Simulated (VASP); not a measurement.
Write the native input for VASP 6.6.1 that does the following.

| Item | Value |
| --- | --- |
| Task | single point |
| Functional | r2SCAN |
| Potentials or basis | VASP PAW PBE potentials, release 64 (Al, N) |
| Cutoff | 520 eV |
| k mesh | 10 × 10 × 10 |
| Occupations | gaussian, width 0.05 eV |
| Spin | no spin polarisation |
| Dipole correction | no |
| Further INCAR settings | ALGO = Normal; EDIFF = 1e-06; NBANDS = 11 |

The system is AlN.

```
Al N
1.0
     0.00000    2.13624    2.03452
     2.13624    0.00000    2.03452
     2.13624    2.13624    0.00000
Al N
1 1
Cartesian
  2.1362 2.1362 2.0345
  0.0000 0.0000 0.0000
```

Measurements of this composition are mostly on another form, of space group No. 186.

The cell isn't the ideal one: strain +0.050 along x and y, +0.000 along z, atoms carried along.

These files were run (other wordings do the same):

POSCAR

```
AlN
1.0
    0.0000000000      2.1362439000      2.0345180000
    2.1362439000      0.0000000000      2.0345180000
    2.1362439000      2.1362439000      0.0000000000
Al N
1 1
Direct
    0.5000000000      0.5000000000      0.5000000000
    0.0000000000      0.0000000000      0.0000000000
```

INCAR.step1

```
SYSTEM = AlN
PREC     = Accurate       ! precision mode
ENCUT    = 520            ! plane-wave cutoff, eV
ISMEAR   = 0              ! smearing method
SIGMA    = 0.05           ! smearing width, eV
LREAL    = .False.        ! projectors in reciprocal space
LASPH    = .True.         ! aspherical terms in the spheres
NELM     = 100            ! most SCF steps
NBANDS   = 11             ! bands
GGA      = PE             ! functional
ALGO     = Normal         ! electronic algorithm
EDIFF    = 1E-4           ! SCF threshold, eV
LWAVE    = .True.         ! write WAVECAR
LCHARG   = .False.        ! write CHGCAR
```

INCAR.step2

```
SYSTEM = AlN
PREC     = Accurate       ! precision mode
ENCUT    = 520            ! plane-wave cutoff, eV
EDIFF    = 1E-6           ! SCF threshold, eV
ISMEAR   = 0              ! smearing method
SIGMA    = 0.05           ! smearing width, eV
LREAL    = .False.        ! projectors in reciprocal space
LASPH    = .True.         ! aspherical terms in the spheres
NELM     = 100            ! most SCF steps
ALGO     = Normal         ! electronic algorithm
ISIF     = 2              ! what is computed and relaxed
LWAVE    = .False.        ! write WAVECAR
LCHARG   = .True.         ! write CHGCAR
METAGGA  = R2SCAN         ! meta-GGA
LMIXTAU  = .True.       
LELF     = .True.         ! ELF
LVHAR    = .True.       
NBANDS   = 11             ! bands
ISTART   = 1
```

KPOINTS

```
Automatic mesh
0
Gamma
  10 10 10
  0 0 0
```

Potentials or basis: VASP PAW PBE potentials, release 64 (Al, N).

Command:

```sh
$ cat potpaw_PBE.64/Al/POTCAR potpaw_PBE.64/N/POTCAR > POTCAR
$ cp INCAR.step1 INCAR
$ mpirun -np 1 vasp_std > vasp.out
$ cp INCAR.step2 INCAR
$ mpirun -np 1 vasp_std > vasp.out
```

It gave:

* Pressure: -26.1 GPa
* Band gap on the k mesh: 4.03 eV, indirect (least direct gap 4.71 eV)

Caveat: so large a pressure means that the cell lies far from this level's equilibrium, or that cutoff or potentials fall short; the potentials were made for another functional, which shifts forces and pressure.

Wall time 42 s on 1 thread of Intel(R) Xeon(R) 6975P-C (Granite Rapids), on a shared host, peak memory 0.15 GiB.
